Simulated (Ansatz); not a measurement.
# Pb under changes of volume

One of the cells (31.034 Å³/atom); the others are scaled copies at fixed shape and fractional positions:

```
Pb
1.0
    -1.97966    1.97966    1.97966
     1.97966   -1.97966    1.97966
     1.97966    1.97966   -1.97966
Pb
1
Direct
  0.00000 0.00000 0.00000
```

This isn't the form of Pb at room conditions, which is fcc.

- Program: Ansatz 0.2.0
- Functional: r2SCAN
- Potentials or basis: Ansatz PAW
- Cutoff: 500 eV (not typed: the program's choice for these potentials)
- k mesh: 9 × 9 × 9
- Occupations: fermi-dirac, width 0.05 eV
- Spin: no spin polarisation

```tsv
volume (Å³/atom)	energy over the lowest point (meV/atom)	pressure (GPa)
29.172	11.79	2.7
29.792	3.74	1.5
30.413	0.00	0.5
31.034	0.15	-0.4
31.654	?	?
32.275	10.25	-1.9
32.896	19.31	-2.5
```

Question: What does the run at 31.654 Å³/atom give?

Answer: Energy over the lowest point 3.71 meV/atom; pressure -1.2 GPa.

Worked out: A Birch-Murnaghan fit of order 3 (a polynomial in V^(-2/3)) to the other rows has its minimum at 30.69 Å³/atom with B0 = V·E''(V) = 46 GPa and B' = 5.5. It gives 3.71 meV/atom at 31.654 Å³/atom, against the run's 3.71, and -dE/dV = -1.3 GPa, against -1.2.

Energies are extrapolated to zero smearing.

Caveats: the PAW data sets come from PBE, with cores solved anew for the run's functional, which leaves a small shift of forces and pressure.
